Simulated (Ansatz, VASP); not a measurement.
One calculation of KBr, two programs

```
CELL_PARAMETERS angstrom
4.04350 0.00000 0.00000
0.00000 4.04350 0.00000
0.00000 0.00000 4.04350
ATOMIC_POSITIONS crystal
K 0.89180 0.00000 0.00000
Br 0.50000 0.50000 0.50000
```

Change from the starting cell: all K atoms moved +0.438 Å, as atom 1 towards its neighbour atom 1 (K) at 4.043 Å.

Alike in both runs: task single point; functional PBE; k mesh 6 × 6 × 6; occupations gaussian, width 0.05 eV; no spin polarisation.

|  | VASP | Ansatz |
| --- | --- | --- |
| version | VASP 6.6.1 | Ansatz 0.2.0 |
| potentials or method | VASP PAW PBE potentials, release 64 (K_sv, Br) | scalar-relativistic, plane waves, PAW |
| plane-wave cutoff (eV) | 520 | 420 |
| valence electrons in the cell | 16 | 16 |

|  | VASP | Ansatz | Ansatz less VASP |
| --- | --- | --- | --- |
| gap on the k mesh at the Fermi level (eV) | 3.91 | 3.91 | +0.001 |
| least direct gap on the mesh (eV) | 4.18 | 4.18 | +0.001 |
| pressure (GPa) | 0.8 | 0.8 | -0.04 |
| largest component of the traceless stress (GPa) | 0.18 | 0.17 | -0.009 |
| rms of the force components (eV/Å) | 0.148 | 0.146 | -0.0025 |

Atom by atom the forces differ by 0.003 eV/Å (rms over components). The functional is the same, so the differences come from potentials, cutoffs and numerics.

A k mesh can miss the band edges.
